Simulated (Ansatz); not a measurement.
# S: the cost of one run

Method: DFT PBE+D3(BJ), scalar-relativistic, plane waves, PAW, in Ansatz 0.2.0.

## (1) The system as given

The structure is trigonal, space group R-3 (No. 148). Conventional cell: a = 10.766 Å, b = 10.766 Å, c = 4.225 Å, α = 90.00°, β = 90.00°, γ = 120.00°. Around S (site symmetry 1) lie 2 S at 2.07 Å.

As a file:

```
S
1.0
     0.00000   -6.21575   -2.81666
     5.38300    3.10788   -2.81666
     5.38300   -3.10788    7.04165
S
18
Direct
  0.40217 0.74017 0.49333
  0.73550 0.07350 0.16000
  0.06883 0.40683 0.82667
  0.42883 0.32433 0.33767
  0.76217 0.65767 0.00433
  0.09550 0.99100 0.67100
  0.77500 0.54150 0.56300
  0.10833 0.87483 0.22967
  0.44167 0.20817 0.89633
  0.59783 0.25983 0.50667
  0.93117 0.59317 0.17333
  0.26450 0.92650 0.84000
  0.57117 0.67567 0.66233
  0.90450 0.00900 0.32900
  0.23783 0.34233 0.99567
  0.22500 0.45850 0.43700
  0.55833 0.79183 0.10367
  0.89167 0.12517 0.77033
```

No relaxation comes first: the listed cell is the starting point.

## (2) Reference: the perfect supercell

Input file input.yaml:

```yaml
crystal:
  lattice:
    - [0.0, -6.2157531238, -2.81666]
    - [5.3830001089, 3.1078765619, -2.81666]
    - [5.3830001089, -3.1078765619, 7.04165]
  atoms:
    - { symbol: S, position: [0.4021666667, 0.7401666667, 0.4933333333] }
    - { symbol: S, position: [0.7355, 0.0735, 0.16] }
    - { symbol: S, position: [0.0688333333, 0.4068333333, 0.8266666667] }
    - { symbol: S, position: [0.4288333333, 0.3243333333, 0.3376666667] }
    - { symbol: S, position: [0.7621666667, 0.6576666667, 0.0043333333] }
    - { symbol: S, position: [0.0955, 0.991, 0.671] }
    - { symbol: S, position: [0.775, 0.5415, 0.563] }
    - { symbol: S, position: [0.1083333333, 0.8748333333, 0.2296666667] }
    - { symbol: S, position: [0.4416666667, 0.2081666667, 0.8963333333] }
    - { symbol: S, position: [0.5978333333, 0.2598333333, 0.5066666667] }
    - { symbol: S, position: [0.9311666667, 0.5931666667, 0.1733333333] }
    - { symbol: S, position: [0.2645, 0.9265, 0.84] }
    - { symbol: S, position: [0.5711666667, 0.6756666667, 0.6623333333] }
    - { symbol: S, position: [0.9045, 0.009, 0.329] }
    - { symbol: S, position: [0.2378333333, 0.3423333333, 0.9956666667] }
    - { symbol: S, position: [0.225, 0.4585, 0.437] }
    - { symbol: S, position: [0.5583333333, 0.7918333333, 0.1036666667] }
    - { symbol: S, position: [0.8916666667, 0.1251666667, 0.7703333333] }
  symmetry: { detect: false }
basis:
  ecutwfc: 420
kpoints:
  mp_grid: { grid: [2, 2, 2], shift: [0.5, 0.5, 0.5] }
hamiltonian:
  xc: pbe
  dispersion: d3bj
scf:
  occupations: { method: gaussian, width: 0.1 }
output:
  forces: true
  stress: true
  eigenvalues: true
```

Command:

```
ansatz run input.yaml --threads 4 --pin off --max-ram 5120MiB --backend cpu --events-out ev --progress --plain --runs-dir out
```

**Question.** How long does this run take on 4 threads of an Arm CPU, shared host, and how much memory does it need?

About 4.3 s, with a peak of 0.79 GiB.
